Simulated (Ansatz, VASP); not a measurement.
**BH2N (BN wire along [110], 8 atoms a period, H-terminated): VASP beside Ansatz**

Aim: how closely do two programs agree when they are given the same cell, functional and k mesh? The structure shown is the start of the Ansatz relaxation below; VASP solves that cell, so the two are compared at the walk's first step.

Calculated with Ansatz 0.2.0; plane waves, with VASP 6.6.1 beside it; single point at PBE.

### 1. The structure

The cell holds 16 atoms: 8 H, 4 B and 4 N. Cell: a = 12.648 Å, b = 11.326 Å, c = 2.567 Å, α = 90.0°, β = 90.0°, γ = 90.0°. Vacuum lies along a and b. The structure's axis is c.

Coordinates:

```xyz
16
Lattice="12.6480 0.0000 0.0000 0.0000 11.3260 0.0000 0.0000 0.0000 2.5668" Properties=species:S:1:pos:R:3
H     5.2150    3.4000    0.0000
H     3.4000    6.6430    1.2834
H     3.4000    4.6834    1.2834
H     7.4331    7.8202    1.2834
H     7.4331    3.5061    1.2834
H     5.2150    7.9264    0.0000
H     9.2481    6.5368    0.0000
H     9.2481    4.7895    0.0000
B     5.9078    4.3798    0.0000
B     4.0928    5.6632    1.2834
B     7.7228    5.6632    1.2834
B     5.9078    6.9466    0.0000
N     6.8153    6.9466    1.2834
N     6.8153    4.3798    1.2834
N     5.0003    5.6632    0.0000
N     8.6303    5.6632    0.0000
```

### 2. Ansatz: relaxation, PBE

Ansatz runs on its PAW soft_1 files.

The two programs are compared at the cell with which this relaxation starts, whose forces are those of its first step.

Contents of input.yaml:

```yaml
crystal:
  lattice:
    - [12.648, 0.0, 0.0]
    - [0.0, 11.326, 0.0]
    - [0.0, 0.0, 2.5667976157]
  atoms:
    - { symbol: H, position: [0.412318153, 0.300194243, 0.0] }
    - { symbol: B, position: [0.467095218, 0.386702799, 0.0] }
    - { symbol: H, position: [0.268817204, 0.586525746, 0.5] }
    - { symbol: H, position: [0.268817204, 0.413508636, 0.5] }
    - { symbol: B, position: [0.32359427, 0.500017191, 0.5] }
    - { symbol: "N", position: [0.538845693, 0.613331583, 0.5] }
    - { symbol: "N", position: [0.538845693, 0.386702799, 0.5] }
    - { symbol: H, position: [0.587688576, 0.690468378, 0.5] }
    - { symbol: H, position: [0.587688576, 0.309566003, 0.5] }
    - { symbol: B, position: [0.610596167, 0.500017191, 0.5] }
    - { symbol: "N", position: [0.395344744, 0.500017191, 0.0] }
    - { symbol: H, position: [0.412318153, 0.699840139, 0.0] }
    - { symbol: B, position: [0.467095218, 0.613331583, 0.0] }
    - { symbol: "N", position: [0.682346642, 0.500017191, 0.0] }
    - { symbol: H, position: [0.731189525, 0.577153986, 0.0] }
    - { symbol: H, position: [0.731189525, 0.422880396, 0.0] }
kpoints:
  mp_grid: { grid: [1, 1, 32] }
scf:
  occupations: { method: fermi_dirac, width: 0.05 }
hamiltonian:
  xc: pbe
  pseudopotentials: { kind: paw, azcp: { folder: soft_1 } }
relax:
  cell: { fix: [a, b, alpha, beta, gamma] }
  max_steps: 45
  f_tol: 0.03
```

On the command line:

```
> ansatz run input.yaml --threads 4 --pin off --max-ram 16384MiB --backend cpu --events-out ev --progress --plain --runs-dir out
```

Numbers of over 12 decimals in the logs are rounded to 6 here.

What it wrote:

```text
Engine: ansatz 0.2.0, x86_64-unknown-linux-gnu
Pseudopotentials: kind: paw
Pseudopotential: H, paw, valence charge 1, recommended cutoff 420 eV (normal), soft_1/H.paw.azcp
Pseudopotential: B, paw, valence charge 3, recommended cutoff 420 eV (normal), soft_1/B.paw.azcp
Pseudopotential: N, paw, valence charge 5, recommended cutoff 420 eV (normal), soft_1/N.paw.azcp
Functional definition: PBE
  parameter kappa = 0.804
  parameter beta = 0.066725
  exchange = pbe_x(kappa = kappa, mu = beta*pi^2/3)
  correlation = pbe_c(beta = beta)
Crystal: 16 atoms, lattice volume = 367.697 Å³
Basis set: ecut = 420 eV, 7223 PW (Γ), exchange–correlation on 180×160×36 points (8 copies of the dense FFT grid, shifted against one another)
Bands: 36, of which v1, the nominal top of the filled ones, is band 20 counted from 1 (19 counted from 0)
Symmetry: 4 space group operations
Space group: Pmm2 (ITA 25), of the structure as read, at distance tolerance 7.2e-5 Å
k-points: 17 of 32
Non-local potential: H, projectors of the file, l = 0: 2, l = 1: 1
Non-local potential: B, projectors of the file, l = 0: 2, l = 1: 2, l = 2: 1
Non-local potential: N, projectors of the file, l = 0: 2, l = 1: 2, l = 2: 1
PAW form: soft (Blöchl's): semilocal exchange-correlation on the pseudo side does not see the compensation charge
PAW one-centre angular grid: H, 110 points (default); XC on 64 Gauss nodes
PAW one-centre angular grid: B, 110 points (default); XC on 64 Gauss nodes
PAW one-centre angular grid: N, 110 points (default); XC on 64 Gauss nodes
Initial density: superposition of atomic densities (neutral atoms: chi_scale 0, normalization atom)
Initial wavefunctions: pseudopotential atomic-orbital guess
Functional: x = pbe(κ = 0.804, μ = 0.219515), c = pbe(β = 0.066725)
SCF iter   1: F=—  HF=-2303.697174 eV  |F-HF|=—  |Δ(HF+E_count)|=         —  Δρ=7.53e-2  dr2=2.85e1  ethr=3.10e-3  ⟨swp⟩=8.2  Hψ=3608  notcnv=0  defer=17
preconditioner: auto → Resta (q_TF=auto, 1.885 Å⁻¹)  ε∞=1.5  [insulator: Δε(μ)=7.923 eV  Ē_g=17.356 eV  σ=0.050 eV  W_gap=1.00  n_scr=40 (ndim 8)  ℏωp=12.2 eV  f_vac=0.607  D(μ)=0.00/eV (n_scr^D=0)  ε∞_Penn≈1.5  vacuum switching on, ρ_ref=2.2e-2 e/Å³]
SCF iter   2: F=—  HF=-2294.351149 eV  |F-HF|=—  |Δ(HF+E_count)|=    9.35e0  Δρ=3.52e-2  dr2=2.84e0  ethr=3.10e-3  ⟨swp⟩=4.6  Hψ=1600  notcnv=0  defer=178
SCF iter   3: F=—  HF=-2293.661885 eV  |F-HF|=—  |Δ(HF+E_count)|=   6.89e-1  Δρ=1.37e-2  dr2=4.96e-1  ethr=3.10e-3  ⟨swp⟩=2.0  Hψ=1065  notcnv=0  defer=178
SCF iter   4: F=—  HF=-2293.566312 eV  |F-HF|=—  |Δ(HF+E_count)|=   9.56e-2  Δρ=3.77e-3  dr2=5.77e-2  ethr=1.24e-3  ⟨swp⟩=4.3  Hψ=1223  notcnv=0  defer=174
SCF iter   5: F=—  HF=-2293.560587 eV  |F-HF|=—  |Δ(HF+E_count)|=   5.73e-3  Δρ=1.48e-3  dr2=1.52e-2  ethr=1.44e-4  ⟨swp⟩=3.1  Hψ=904  notcnv=0  defer=174
SCF iter   6: F=—  HF=-2293.557343 eV  |F-HF|=—  |Δ(HF+E_count)|=   3.24e-3  Δρ=4.27e-4  dr2=4.99e-4  ethr=3.79e-5  ⟨swp⟩=1.3  Hψ=795  notcnv=0  defer=174
SCF iter   7: F=—  HF=-2293.557548 eV  |F-HF|=—  |Δ(HF+E_count)|=   2.04e-4  Δρ=1.52e-4  dr2=7.44e-5  ethr=1.25e-6  ⟨swp⟩=2.1  Hψ=795  notcnv=0  defer=174
SCF iter   8: F=—  HF=-2293.557496 eV  |F-HF|=—  |Δ(HF+E_count)|=   5.17e-5  Δρ=4.59e-5  dr2=6.76e-6  ethr=1.86e-7  ⟨swp⟩=2.1  Hψ=739  notcnv=0  defer=174
SCF iter   9: F=—  HF=-2293.557500 eV  |F-HF|=—  |Δ(HF+E_count)|=   3.72e-6  Δρ=1.63e-5  dr2=5.98e-7  ethr=1.69e-8  ⟨swp⟩=2.1  Hψ=774  notcnv=0  defer=174
SCF iter  10: F=-2293.557500 eV  HF=-2293.557500 eV  |F-HF|=1.81e-8  |Δ(HF+E_count)|=   3.51e-7  Δρ=5.54e-6  dr2=7.11e-8  ethr=2.50e-10  ⟨swp⟩=5.0  Hψ=2009  notcnv=0
SCF 1 converged in 10 iterations: F = -2293.557500 eV  dr2 = 7.11e-8
  greatest PAW one-centre occupation: 0.797 electrons in one spin orbital (limit 2), on the N atom at site 13 (counted from 0), in its partial waves of l = 0
relax step   1: F+E_penalty+E_count = -2293.55750004 eV  Δ(F+E_penalty+E_count) = +0.000e0 eV  max|allowed force component| = 2.302e0 eV/Å  Δτ_max = 0.0000 Å  P = -0.035 GPa  Ω = 367.697 Å³  fix = [a, b, alpha, beta, gamma]  reactions: a -0.817, b -2.166 GPa  (10 SCF iters, dr2 threshold 1.00e-7 eV, accepted)
[...]
relax step   4: F+E_penalty+E_count = -2294.06492241 eV  Δ(F+E_penalty+E_count) = -7.333e-3 eV  max|allowed force component| = 9.775e-2 eV/Å  Δτ_max = 0.0200 Å  P = -0.225 GPa  Ω = 375.997 Å³  energy of the carried Pulay correction = -5.883e-3 eV  fix = [a, b, alpha, beta, gamma]  reactions: a -0.582, b -0.084 GPa  (5 SCF iters, dr2 threshold 1.60e-6 eV, accepted)
[...]
relax step   5: F+E_penalty+E_count = -2294.06589205 eV  Δ(F+E_penalty+E_count) = -9.696e-4 eV  max|allowed force component| = 2.899e-2 eV/Å  Δτ_max = 0.0067 Å  P = -0.118 GPa  Ω = 376.208 Å³  energy of the carried Pulay correction = -6.031e-3 eV  fix = [a, b, alpha, beta, gamma]  reactions: a -0.394, b +0.085 GPa  (5 SCF iters, dr2 threshold 5.97e-7 eV, accepted)
[...]
relax step   6: F+E_penalty+E_count = -2294.07430305 eV  Δ(F+E_penalty+E_count) = -8.411e-3 eV  max|allowed force component| = 2.961e-2 eV/Å  Δτ_max = 0.0000 Å  P = -0.084 GPa  Ω = 376.208 Å³  fix = [a, b, alpha, beta, gamma]  reactions: a -0.371, b +0.091 GPa  stress off target by 2.95e-2 GPa on what of the cell is left free  SCF on the basis re-selected at this cell (its energy is not comparable with the rows above)  (7 SCF iters)
basis re-selected at this cell: Δ(F+E_penalty+E_count) = -8.411e-3 eV, ΔP = +0.034 GPa vs the last step (what re-selecting the basis moved, of the pressure what is left beyond the Pulay correction that the steps carried, after the strain that the cell walked since its last selection, with what the two solves' SCF thresholds leave and, on support functions, any second-order correction that the steps lacked; it is no m [...]
SCF converged after 7 iterations
Free energy (F): -2294.074303 eV
Harris-Foulkes:  -2294.074303 eV  (|F-HF|=1.14e-9)
Internal energy: -2294.074303 eV  (E = F + TS)
E sigma→0 (E₀):  -2294.074303 eV
Entropy (-TS):   -0.000000 eV (-0.000 meV/atom)
Fermi energy:    -1.385075 eV
--- Per-component energies (eV) ---
  E_band       = -398.749085
  E_kinetic    = 832.867070
  E_local      = -9553.256175  (includes V_loc(G=0)·N_el)
  E_nonlocal   = 175.724414
  E_hartree    = 4396.592115
  E_xc         = -440.204062
  E_vxc        = -547.319210  (∫ρ·V_xc dr)
  E_paw        = -831.673914  (= ΣΔE_a)
  E_vpaw       = -99.945254  (= ΣTr[D̂ρ^β])
  E_aug_tail   = -0.004844  (compensation charges beyond the density's cutoff)
  E_ewald      = 3125.881092
  E_smearing   = -0.000000  (= −TS)
  E_closure    = 0.000000  (closes the sum)
  Σ components = -2294.074303   (vs F -2294.074303, Δ=0.00e0)
--- Forces (eV/Å), atoms counted from 1 ---
  atom   1  H      0.00102043    -0.01729986    -0.00000000
  atom   2  B     -0.01141629     0.02585608     0.00000000
  atom   3  H      0.00010127     0.00390408    -0.00000000
  atom   4  H      0.00010127    -0.00390408    -0.00000000
  atom   5  B      0.00683730    -0.00000000    -0.00000000
  atom   6  N      0.01137437     0.02960799    -0.00000000
  atom   7  N      0.01137437    -0.02960799    -0.00000000
  atom   8  H     -0.00305728    -0.00926881     0.00000000
  atom   9  H     -0.00305728     0.00926881     0.00000000
  atom  10  B      0.00172316    -0.00000000    -0.00000000
  atom  11  N      0.00604805    -0.00000000    -0.00000000
  atom  12  H      0.00102043     0.01729986    -0.00000000
  atom  13  B     -0.01141629    -0.02585608     0.00000000
  atom  14  N     -0.01403058     0.00000000     0.00000000
  atom  15  H      0.00168955    -0.00365727    -0.00000000
  atom  16  H      0.00168955     0.00365727    -0.00000000
  max |Σ_I F_I| component: 2.04e-6 eV/Å
--- Stress (GPa, compression-positive) ---
       -0.371046       0.000000       0.000000
        0.000000       0.090819      -0.000000
        0.000000      -0.000000       0.029517
  P = ⅓ Tr σ = -0.0836 GPa (-0.836 kbar)
--- Relaxed structure (5 steps of the walk, 5 accepted, 1 SCFs on fresh bases) ---
  F+E_penalty+E_count = -2294.07430305 eV   max|allowed force component| = 2.961e-2 eV/Å   (the final SCF, on the basis selected at the relaxed cell)
  cell:  # Å, volume = 376.2078 Å³
    - [12.648, 0, 0]
    - [0, 11.326, 0]
    - [0, 0, 2.626210]
  atoms:
    - { symbol: H, position: [0.416883, 0.295620, 0] }
    - { symbol: B, position: [0.463120, 0.388568, 0] }
    - { symbol: H, position: [0.268714, 0.589773, 0.5] }
    - { symbol: H, position: [0.268714, 0.410261, 0.5] }
    - { symbol: B, position: [0.321178, 0.500017, 0.5] }
    - { symbol: N, position: [0.540547, 0.608783, 0.5] }
    - { symbol: N, position: [0.540547, 0.391251, 0.5] }
    - { symbol: H, position: [0.581191, 0.687160, 0.5] }
    - { symbol: H, position: [0.581191, 0.312874, 0.5] }
    - { symbol: B, position: [0.610212, 0.500017, 0.5] }
    - { symbol: N, position: [0.396470, 0.500017, 0.0] }
    - { symbol: H, position: [0.416883, 0.704415, 0] }
    - { symbol: B, position: [0.463120, 0.611466, 0] }
    - { symbol: N, position: [0.685572, 0.500017, 0] }
    - { symbol: H, position: [0.734724, 0.572256, 0] }
    - { symbol: H, position: [0.734724, 0.427779, 0] }
```

(Continued in part 2 of 2.)

[Lines on the potential files, build, host, timing and source positions are cut from VASP's logs without a mark.]

[Logs are printed without paths, hosts, clocks, repeated set-up lines and the standing remarks that a program may print on its own settings, such as how far it seeks lower states.]

[Hosts, paths, dates, database ids (printed as entryN), source tags and the programs' standing remarks are cut or masked in the printed files.]
